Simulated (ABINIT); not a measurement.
**PbS in ABINIT: the effect of functional**

PbS:

```xyz
2
Lattice="4.0897 0.0000 0.0000 -2.0448 3.5418 0.0000 0.0000 0.0000 3.7882" Properties=species:S:1:pos:R:3 pbc="T T T"
Pb    0.0000    0.0000    0.0000
S     2.0448    1.1806    1.8941
```

Measurements of this composition are mostly on another form, of space group No. 225.

Alike in all runs:

| Quantity | Value |
| --- | --- |
| Program | ABINIT 10.8.3 (patched build) |
| Task | band structure |
| Potentials or basis | JTH PAW PBE v2.0 |
| Cutoff | 707 eV |
| k mesh | 8 × 8 × 7 |
| Occupations | fermi-dirac, width 0.05 eV |
| Spin | no spin polarisation |

```tsv
functional	pressure (GPa)
LDA	-4.5
PBEsol	-3.0
BLYP	3.3
AM05	?
r2SCAN	-1.0
SCAN	-1.7
```

Question: What does the run with functional AM05 give?

Answer: Pressure -2.4 GPa.

Caveats: the PAW data sets were made with another functional, which shifts forces and pressure a little.
